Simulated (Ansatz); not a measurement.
# BAs: the change of pressure with volume scale

Results calculated with Ansatz 0.2.0, not measured. Periodic Kohn-Sham DFT of a crystal at fixed atoms, scaled to volume_scale times the given cell; pressure positive in compression, energy less spherical unpolarised free atoms, largest_vzz the field gradient of largest size among the nuclei.

The cell before it is scaled or strained (space group F-43m, No. 216):
```
BAs
1.0
      0.0000     2.4096     2.4096
      2.4096     0.0000     2.4096
      2.4096     2.4096     0.0000
B As
1 1
Direct
  0.75000 0.75000 0.75000
  0.00000 0.00000 0.00000
```

Settings of every row: method frozen-core PAW; functional LDA; relativity scalar; k mesh 11x11x11; filling fermi-dirac; smearing width 0.01 eV; wave cutoff 420 eV; paw set soft_2.

Atom start moment: 0 on all atoms.

Limits: PAW files made with PBE.

| row | volume scale | V (Å³/atom) | pressure (GPa) |
| --- | --- | --- | --- |
| 1 | 0.95 | 13.291 | -0.498 |
| 2 | 0.975 | 13.641 | -4.07 |
| 3 | 1 | 13.991 | -7.193 |
| 4 | 1.025 | 14.34 | -9.922 |
| 5 | 1.05 | 14.69 | ? |

Question: what pressure should row 5 give?

Worked fit of pressure. Take u = (V_r/V)^(2/3) − 1 with V_r = 13.816 Å³ an atom, which is twice the finite (Eulerian) strain; such expansions in the strain, on which the Birch-Murnaghan equation of state is built, carry the rest volume and the bulk modulus. The shown rows have u = 0.02616, 0.00853, -0.00836, -0.02451. Least squares give pressure = −5.6828 + 185.131 × u + 498.27 × u² GPa; a straight line predicts inner rows, each left out in turn, worse (root mean square 0.2 against 0.0059 GPa). The rows lie off it by 0.001, -0.003, 0.003, -0.001. The withheld row has u = -0.04007, so the fit gives −5.6828 + 185.131 × (-0.04007) + 498.27 × (-0.04007)² = -12.301 GPa.

The calculation gave -12.304 GPa. The fit lies 0.003 GPa (0.025 % of the column's range) above it; its largest miss of a shown row is 0.003 GPa. This row lies beyond the range of the fit.
